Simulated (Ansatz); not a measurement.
Zn, DFT, PBEsol, PAW with Ansatz's default frozen-core files, scalar-relativistic (Ansatz 0.2.0), run on 1 thread of AMD EPYC 7R13 Processor (Zen 3) on a shared host.

The cell is COD entry 9008522, as deposited and not checked against the literature; nothing was relaxed. The listed cell was then made from it by scaling, straining or moving an atom.

Command: `ansatz run input.yaml --threads 1 --pin off --max-ram 2048MiB --backend cpu --events-out ev --progress --plain --runs-dir out`

```yaml
crystal:
  lattice:
    - [2.6998652069, 0.0, 0.0]
    - [-1.3499326034, 2.3381518559, 0.0]
    - [0.0, 0.0, 5.0117956229]
  atoms:
    - { symbol: Zn, position: [0.3333333333, 0.6666666667, 0.25] }
    - { symbol: Zn, position: [0.6666666667, 0.3333333333, 0.75] }
kpoints:
  mp_grid: { grid: [16, 16, 8] }
scf:
  occupations: { method: fermi_dirac, width: 0.03 }
hamiltonian:
  xc: pbesol
  pseudopotentials: { kind: paw }
output:
  forces: true
  stress: true
  eigenvalues: true
  efg: { contact_densities: true }
```

(1) How large is the problem that the program sets up?

(2) About how long does it take?

(3) And the same cell and mesh by LAPW (all electrons), asked for forces, stress, eigenvalues, on the same hardware?

## Answers

(1) 150 irreducible k-points, 647 plane waves at Γ, 16 bands.

(2) 4.2 s of wall time for 6 SCF iterations. Times on shared machines scatter by tens of per cent.

(3) 27 s.
